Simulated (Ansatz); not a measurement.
## Na2S, space group Fm-3m: a calculation of the dielectric tensor and Born charges, step by step

Computed with Ansatz's Python interface.

Run as a notebook:

In [1]:
```python
import warnings

import ansatz as az
import numpy as np
```

In [2]:
```python
warnings.simplefilter('ignore', az.DeckWarning)
```

In [3]:
```python
lattice = az.Lattice.of(
    (0.0, 3.2735, 3.2735),
    (3.2735, 0.0, 3.2735),
    (3.2735, 3.2735, 0.0),
)
sites = [
    ('Na', (0.25, 0.25, 0.25)),
    ('Na', (0.75, 0.75, 0.75)),
    ('S', (0.0, 0.0, 0.0)),
]
xtal = az.Crystal(lattice=lattice)
for symbol, position in sites:
    xtal = xtal.atom(symbol, position)
```

In [4]:
```python
# an insulator: whole occupations
base = (
    xtal.calculation()
    .functional('lda')
    .kpoints(5, 5, 5)
    .occupations('fixed')
    .dielectric()
)
res = base.run(threads=1, pin='off')
response = res.dielectric
eps = np.asarray(response.eps_inf)
```

In [5]:
```python
values = np.linalg.eigvalsh(eps)
print('principal values of eps_inf:', np.round(values, 3))
print('refractive indices:', np.round(np.sqrt(values), 3))
for index, (site, z) in enumerate(zip(res.lattice.sites, response.zstar_e)):
    print('Born charge tensor of', site.symbol, index)
    print(np.round(z, 3) + 0.0)
print(f'charge neutrality missed by {response.zstar_sum_residual_pre_e:.4f} e before the sum rule')
```
```text
principal values of eps_inf: [3.62 3.62 3.62]
refractive indices: [1.903 1.903 1.903]
Born charge tensor of Na 0
[[0.967 0.    0.   ]
 [0.    0.967 0.   ]
 [0.    0.    0.967]]
Born charge tensor of Na 1
[[0.967 0.    0.   ]
 [0.    0.967 0.   ]
 [0.    0.    0.967]]
Born charge tensor of S 2
[[-1.934  0.     0.   ]
 [ 0.    -1.934  0.   ]
 [ 0.     0.    -1.934]]
charge neutrality missed by 0.0001 e before the sum rule
```

What to keep in mind:
- The Fermi level of a run with fixed occupations marks the highest occupied state on its mesh, not mid-gap.
- The structure is a deposited one; some such entries were measured under pressure or heat, so a shift against it needn't be the functional's error alone.
- This is the electronic (clamped-ion) response; a semilocal gap that is too small tends to raise it. The typed mesh is that of the SCF; the response is solved on denser meshes that the run picks.
- Wall time of the script: 19 s on 1 thread of Arm Neoverse V2, on a shared host, peak memory 0.46 GiB.

(Lines on the test bed's own set-up are left out of the output.)
